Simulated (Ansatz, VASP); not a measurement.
# Two plane-wave programs on SnO2 (Cassiterite)

```xyz
6
Lattice="4.7380 0.0000 0.0000 0.0000 4.7380 0.0000 0.0000 0.0000 3.1865" Properties=species:S:1:pos:R:3 pbc="T T T"
Sn    2.3690    2.3690    1.5933
Sn    0.0000    0.0000    0.0000
O     3.8240    0.9140    1.5933
O     3.2830    3.2830    0.0000
O     0.9140    3.8240    1.5933
O     1.4550    1.4550    0.0000
```

Alike in both runs: functional PBEsol; k mesh 6 × 6 × 8; occupations fermi-dirac, width 0.05 eV; no spin polarisation.

|  | VASP | Ansatz |
| --- | --- | --- |
| version | VASP 6.6.1 | Ansatz 0.2.0 |
| potentials or method | VASP PAW PBE potentials, release 64 (Sn_d, O) | Ansatz PAW |
| plane-wave cutoff (eV) | 520 | 420 |
| valence electrons in the cell | 52 | 52 |
| task | single point | band structure |

```csv
,VASP,Ansatz,Ansatz less VASP
gap on the k mesh at the Fermi level (eV),1.18,1.18,+0.004
least direct gap on the mesh (eV),1.18,1.18,+0.004
pressure (GPa),5.4,4.7,-0.70
largest component of the traceless stress (GPa),1.53,1.28,-0.242
rms of the force components (eV/Å),0.108,0.099,-0.0086
```

Atom by atom the forces differ by 0.009 eV/Å (rms over components).

Caveats: spin-orbit coupling is left out, which moves the levels of the heavy elements; the PAW data sets were made with another functional, which shifts forces and pressure a little (VASP); the pressure holds a Pulay correction of +0.9 GPa for the finite cutoff (Ansatz); the PAW data sets come from PBE, with cores solved anew for the run's functional, which leaves a small shift of forces and pressure (Ansatz). PBEsol gaps usually lie below the measured ones, often by a third to a half.
